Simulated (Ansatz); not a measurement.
# Nudged elastic band run: Si16O31, charge -1

Input:

```yaml
crystal:
  lattice:
    - [0.163812, 6.09545, 6.087885]
    - [0.163812, -6.09545, 6.087885]
    - [6.945, 0.0, 0.0]
  atoms:
    - { symbol: Si, position: [0.17295341, 0.89207855, 0.63557477] }
    - { symbol: Si, position: [0.35270909, 0.07876688, 0.10145223] }
    - { symbol: Si, position: [0.3292633, 0.60710305, 0.85058081] }
    - { symbol: Si, position: [0.1410287, 0.42633441, 0.39540871] }
    - { symbol: Si, position: [0.36183402, 0.18523907, 0.51570941] }
    - { symbol: Si, position: [0.57593291, 0.38733742, 0.73755029] }
    - { symbol: Si, position: [0.13682788, 0.31959454, 0.98161658] }
    - { symbol: Si, position: [0.92802414, 0.11226385, 0.75992752] }
    - { symbol: O, position: [0.75049007, 0.2492959, 0.24565905] }
    - { symbol: O, position: [0.50565029, 0.00801231, 0.01455603] }
    - { symbol: O, position: [0.01244779, 0.73614446, 0.09031826] }
    - { symbol: O, position: [0.48834265, 0.76396189, 0.38515165] }
    - { symbol: O, position: [0.57725852, 0.34531892, 0.96502017] }
    - { symbol: O, position: [0.39714321, 0.17607812, 0.28805618] }
    - { symbol: O, position: [0.91913197, 0.15539338, 0.5341967] }
    - { symbol: O, position: [0.10038477, 0.32557149, 0.20879876] }
    - { symbol: O, position: [0.30786746, 0.01594407, 0.58776066] }
    - { symbol: O, position: [0.23395032, 0.9390808, 0.1486422] }
    - { symbol: O, position: [0.19299537, 0.48670674, 0.90705912] }
    - { symbol: O, position: [0.26487941, 0.5612061, 0.34009978] }
    - { symbol: O, position: [0.27493716, 0.19575855, 0.94651908] }
    - { symbol: O, position: [0.04816905, 0.96897796, 0.78210413] }
    - { symbol: O, position: [0.22287365, 0.30840856, 0.54851559] }
    - { symbol: O, position: [0.45238278, 0.52709884, 0.70573312] }
    - { symbol: Si, position: [0.6791675, 0.39929935, 0.1452461] }
    - { symbol: Si, position: [0.87599796, 0.57929751, 0.64514689], spin: 0.06 }
    - { symbol: Si, position: [0.82320852, 0.10246296, 0.34968585] }
    - { symbol: Si, position: [0.64575227, 0.92096946, 0.91158781] }
    - { symbol: Si, position: [0.85411778, 0.68379178, -0.02774989] }
    - { symbol: Si, position: [0.06538939, 0.87801527, 0.21881085] }
    - { symbol: Si, position: [0.63708465, 0.81978106, 0.50455353] }
    - { symbol: Si, position: [0.43333892, 0.61708647, 0.26625033] }
    - { symbol: O, position: [0.2497994, 0.74860089, 0.7423847] }
    - { symbol: O, position: [-0.01240586, 0.49981939, 0.47659131] }
    - { symbol: O, position: [0.51531952, 0.23788293, 0.6240793] }
    - { symbol: O, position: [0.98607141, 0.26199479, 0.87192877] }
    - { symbol: O, position: [0.08542107, 0.83697858, 0.44604125] }
    - { symbol: O, position: [0.41737781, 0.66159564, 0.04023881] }
    - { symbol: O, position: [0.57507198, 0.841763, 0.72357153] }
    - { symbol: O, position: [0.81520748, 0.51540264, 0.08019753] }
    - { symbol: O, position: [0.74469114, 0.43717284, 0.66704324] }
    - { symbol: O, position: [0.68515727, 0.98813981, 0.41759985] }
    - { symbol: O, position: [0.76256195, 0.06001042, 0.84413105] }
    - { symbol: O, position: [0.78327554, 0.70624966, 0.50250237] }
    - { symbol: O, position: [0.5581308, 0.47952618, 0.29410724] }
    - { symbol: O, position: [0.71807522, 0.80305351, 0.06997866], spin: 0.07 }
    - { symbol: O, position: [0.94292077, 0.01992641, 0.20239874] }
magnetization:
  spin_polarized: true
total_charge: -1
basis:
  ecutwfc: 420.0
kpoints:
  mp_grid: { grid: [1, 1, 2] }
hamiltonian:
  xc: lda
  pseudopotentials: { kind: paw, azcp: { folder: soft_1 } }
scf:
  occupations: { method: gaussian, width: 0.02 }
  lower_state_search: "off"
neb:
  images: 7
  f_tol: 0.05
  initial_path: idpp
  max_iterations: 56
  optimiser: lbfgs
  final_atoms:
    - { symbol: Si, position: [0.17310207, 0.89551282, 0.64158094] }
    - { symbol: Si, position: [0.35616594, 0.07615159, 0.09951616] }
    - { symbol: Si, position: [0.325031, 0.60556034, 0.8491658] }
    - { symbol: Si, position: [0.14707329, 0.42784638, 0.40090302] }
    - { symbol: Si, position: [0.36433486, 0.18004473, 0.5101586] }
    - { symbol: Si, position: [0.57084631, 0.37926744, 0.74063429] }
    - { symbol: Si, position: [0.13460734, 0.31925091, 0.98584262] }
    - { symbol: Si, position: [0.92793012, 0.11436476, 0.76513098] }
    - { symbol: O, position: [0.76473498, 0.27316069, 0.23779857] }
    - { symbol: O, position: [0.50258591, -0.00576758, 0.00710904] }
    - { symbol: O, position: [0.01330624, 0.73978418, 0.11564261] }
    - { symbol: O, position: [0.48710346, 0.77112404, 0.37575361] }
    - { symbol: O, position: [0.57617254, 0.32185578, 0.96245749] }
    - { symbol: O, position: [0.40379914, 0.17447983, 0.28370287] }
    - { symbol: O, position: [0.91169414, 0.16006018, 0.54060879] }
    - { symbol: O, position: [0.09802927, 0.33376629, 0.21300507] }
    - { symbol: O, position: [0.31368523, 0.01054253, 0.58419705] }
    - { symbol: O, position: [0.23548857, 0.94144041, 0.16075496] }
    - { symbol: O, position: [0.18937683, 0.48485262, 0.90504338] }
    - { symbol: O, position: [0.27000258, 0.56228683, 0.34731645] }
    - { symbol: O, position: [0.27101308, 0.19375525, 0.95079599] }
    - { symbol: O, position: [0.05769115, 0.98093675, 0.7906333] }
    - { symbol: O, position: [0.22444209, 0.30185604, 0.54614814] }
    - { symbol: O, position: [0.45010788, 0.52188405, 0.71012979] }
    - { symbol: Si, position: [0.68811936, 0.41958634, 0.11552601] }
    - { symbol: Si, position: [0.85260309, 0.57115392, 0.6124764] }
    - { symbol: Si, position: [0.82337578, 0.11999432, 0.34379303] }
    - { symbol: Si, position: [0.6488799, 0.91144076, 0.91073649] }
    - { symbol: Si, position: [0.85428834, 0.64137335, 0.04910906] }
    - { symbol: Si, position: [0.06452452, 0.88767213, 0.22973879] }
    - { symbol: Si, position: [0.63791573, 0.82785547, 0.4878477] }
    - { symbol: Si, position: [0.43469286, 0.62031714, 0.26056242] }
    - { symbol: O, position: [0.24736947, 0.7460424, 0.73743865] }
    - { symbol: O, position: [0.00305668, 0.50467553, 0.50553443] }
    - { symbol: O, position: [0.51518499, 0.23153652, 0.62123229] }
    - { symbol: O, position: [0.98000336, 0.26724731, 0.87811046] }
    - { symbol: O, position: [0.07493328, 0.84842964, 0.45821165] }
    - { symbol: O, position: [0.4081734, 0.6669995, 0.03756932] }
    - { symbol: O, position: [0.59191288, 0.83598805, 0.71338037] }
    - { symbol: O, position: [0.89843988, 0.6416636, -0.1859894] }
    - { symbol: O, position: [0.73428359, 0.42809138, 0.64361957] }
    - { symbol: O, position: [0.68720527, 0.99603031, 0.40135867] }
    - { symbol: O, position: [0.76794581, 0.04991611, 0.85290667] }
    - { symbol: O, position: [0.77802804, 0.7039084, 0.4726332] }
    - { symbol: O, position: [0.56216817, 0.48599496, 0.27852825] }
    - { symbol: O, position: [0.72015104, 0.78435597, 0.05604201] }
    - { symbol: O, position: [0.94627228, 0.03256177, 0.20365721] }
  order_check: true
```

Launched with:

```bash
$ ansatz run input.yaml --threads 4 --pin off --max-ram 10240MiB --backend cpu --events-out ev --progress --plain --runs-dir out
```

Output, in part (warnings, iteration lines):

```
NEB end point (image 0): max|allowed force component| = 1.773e-2 eV/Å (the criterion of neb.relax_end_points is 1.000e-2)
NEB end point (image 8): max|allowed force component| = 1.122e-2 eV/Å (the criterion of neb.relax_end_points is 1.000e-2)
WARN: the starting moments were not kept: the SCF closed with an absolute magnetisation of 2.5e-5 μB, where they sum to 0.13 μB in size (2 sites). That is at most 0.1 of that sum. Measured as dr2_m measures the in/out step, that magnetisation stands 4.9e-11 eV from none, at or under the …
NEB iter   1: max|band force component| = 6.724e0 eV/Å  barrier→ = 5.0405 eV  barrier← = 5.1573 eV  Δτ_max = 0.1375 Å  (145 SCF iters)
NEB iter   2: max|band force component| = 4.131e0 eV/Å  barrier→ = 4.2720 eV  barrier← = 4.3888 eV  Δτ_max = 0.0533 Å  (61 SCF iters)
NEB iter   3: max|band force component| = 2.298e0 eV/Å  barrier→ = 3.8453 eV  barrier← = 3.9621 eV  Δτ_max = 0.0920 Å  (55 SCF iters)
NEB iter   4: max|band force component| = 1.249e0 eV/Å  barrier→ = 3.4056 eV  barrier← = 3.5224 eV  Δτ_max = 0.0699 Å  (57 SCF iters)
NEB iter   5: max|band force component| = 1.477e0 eV/Å  barrier→ = 3.1754 eV  barrier← = 3.2922 eV  Δτ_max = 0.0245 Å  (55 SCF iters)
NEB iter   6: max|band force component| = 9.723e-1 eV/Å  barrier→ = 3.0782 eV  barrier← = 3.1950 eV  Δτ_max = 0.0225 Å  (54 SCF iters)
NEB iter   7: max|band force component| = 8.154e-1 eV/Å  barrier→ = 3.0331 eV  barrier← = 3.1499 eV  Δτ_max = 0.1238 Å  (48 SCF iters)
[... lines left out ...]
Error: NEB band did not converge after 56 iterations: max|band force component| = 3.74e-1 eV/Å (threshold 5.0e-2); raise `neb.max_iterations` in a new run, which can start from the last band evaluated (`neb.initial_path`, with `crystal.atoms` and `neb.final_atoms` set to its first and last images), …
```

The run ended unconverged. The band didn't meet its force threshold, so its energies are provisional: the largest band force was still 0.37 eV/Å, and over the last iterations the top moved between 2.12 and 2.13 eV. Limits of this set-up: coarse k mesh, PAW files made for another functional, a small cell, in which the defect meets its images, a typed lattice constant that wasn't relaxed here, charged cell in a uniform background, uncorrected.

Final band (atoms are numbered from 1 in the order of the input):

```tsv
image	path coordinate (Å)	energy (eV)	Si25–O40 (Å)	Si26–Si29 (Å)	Si25–Si29 (Å)
0	0.00	0.00	1.59	2.46	3.09
1	0.44	0.11	1.60	2.46	3.08
2	0.92	0.77	1.63	2.53	2.94
3	1.40	1.58	1.68	2.76	2.61
4	1.91	2.12	1.70	3.22	2.50
5	2.61	1.77	2.24	3.18	2.35
6	3.24	0.89	2.75	3.18	2.35
7	3.83	0.06	3.10	3.17	2.38
8	4.38	-0.12	3.32	3.10	2.42
```

The run took 100 min on 4 threads of Arm Neoverse N1, on a shared host, peak memory 4.6 GiB.
